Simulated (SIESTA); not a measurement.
TiSi2:

```xyz
6
Lattice="0.0000 4.1175 4.2629 2.3895 0.0000 4.2629 2.3895 4.1175 0.0000" Properties=species:S:1:pos:R:3 pbc="T T T"
Ti    3.5843    6.1763    6.3943
Ti    2.3895    4.1175    4.2629
Si    1.1948    3.3975    2.1314
Si    1.1948    0.7200    2.1314
Si    2.3895    1.3387    4.2629
Si    2.3895    6.8963    4.2629
```

The cell is a database's computed one.

Base run:

| Item | Value |
| --- | --- |
| Program | SIESTA 5.4.2 |
| Functional | PBE |
| Potentials or basis | PseudoDojo 0.4 standard (PBE files) |
| Basis | DZP (energy shift 0.003 Ry; two zetas on semicore shells) |
| Grid cutoff | 800 Ry |
| Energy shift | 0.003 Ry |
| k mesh | 7 × 7 × 7 |
| Occupations | fermi-dirac, width 0.05 eV |
| Spin | no spin polarisation |

Its results: band gap on the k mesh none (metal or under the smearing width); pressure 2.7 GPa; largest force 0.027 eV/Å.

Task: The run is repeated on the same cell with these changes: functional from PBE to LDA; potentials or basis from PseudoDojo 0.4 standard (PBE files) to PseudoDojo 0.4 standard (LDA files). What comes out?

Result: Band gap on the k mesh none (metal or under the smearing width); pressure -4.6 GPa; largest force 0.070 eV/Å.

Caveats: the basis of atomic orbitals isn't converged, which shifts pressures, moduli and gaps.
